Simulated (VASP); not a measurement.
Here is a VASP 6.6.1 calculation.

File INCAR:

```
SYSTEM = Cd
PREC = Accurate
ENCUT = 520
EDIFF = 1E-7
ISMEAR = -1
SIGMA = 0.1
LREAL = .FALSE.
LASPH = .TRUE.
NELM = 80
ALGO = Fast
ISIF = 2
LWAVE = .FALSE.
LCHARG = .FALSE.
GGA = B5
ALDAX = 1.0
AGGAX = 1.0
AGGAC = 1.0
ALDAC = 0.0
NBANDS = 12
```

The input KPOINTS:

```
regular mesh
0
G
  11 11 11
  0 0 0
```

The input POSCAR:

```
Cd
1.0
    3.0473412603      0.0000000000      0.0000000000
    0.0000000000      3.0473412603      0.0000000000
    0.0000000000      0.0000000000      3.0473412603
Cd
1
Direct
    0.0000000000      0.0000000000      0.0000000000
```

Potentials or basis: VASP PAW PBE potentials, release 64 (Cd).

Launch:

```sh
$ cat potpaw_PBE.64/Cd/POTCAR > POTCAR
$ mpirun -np 1 vasp_std > vasp.out
```

Question: What does it give for the band gap on the k mesh?

Answer: None (metal or under the smearing width).

Question: Estimate the pressure.

Answer: 1.9 GPa.

Caveat: the PAW data sets were made with another functional, which shifts forces and pressure a little.
